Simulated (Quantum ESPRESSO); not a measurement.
The system is Hf.

```xyz
2
Lattice="3.1967 0.0000 0.0000 -1.5983 2.7684 0.0000 0.0000 0.0000 5.0578" Properties=species:S:1:pos:R:3 pbc="T T T"
Hf    1.5984    0.9228    3.7934
Hf    0.0000    1.8456    1.2645
```

Base run:

| Item | Value |
| --- | --- |
| Program | Quantum ESPRESSO 7.5 |
| Functional | PBE |
| Potentials or basis | PseudoDojo 0.4.1 SR PBE standard |
| Cutoff | 789 eV |
| Density cutoff | 3157 eV |
| k mesh | 10 × 10 × 5 |
| Occupations | fermi-dirac, width 0.05 eV |
| Spin | no spin polarisation |

Its results: band gap on the k mesh none (metal or under the smearing width); pressure 0.6 GPa.

Task: After a change of settings the same cell gave: band gap on the k mesh none (metal or under the smearing width); pressure -8.9 GPa. Which change was it?
A. functional from PBE to LDA; potentials or basis from PseudoDojo 0.4.1 SR PBE standard to PseudoDojo 0.4.1 SR LDA standard
B. potentials or basis from PseudoDojo 0.4.1 SR PBE standard to PseudoDojo 0.4 FR PBE standard; spin from no spin polarisation to spin-orbit coupling, no magnetisation
C. functional from PBE to PBEsol; potentials or basis from PseudoDojo 0.4.1 SR PBE standard to PseudoDojo 0.4.1 SR PBEsol standard

Result: A.

Caveats: spin-orbit coupling is left out, which moves the levels of the heavy elements.
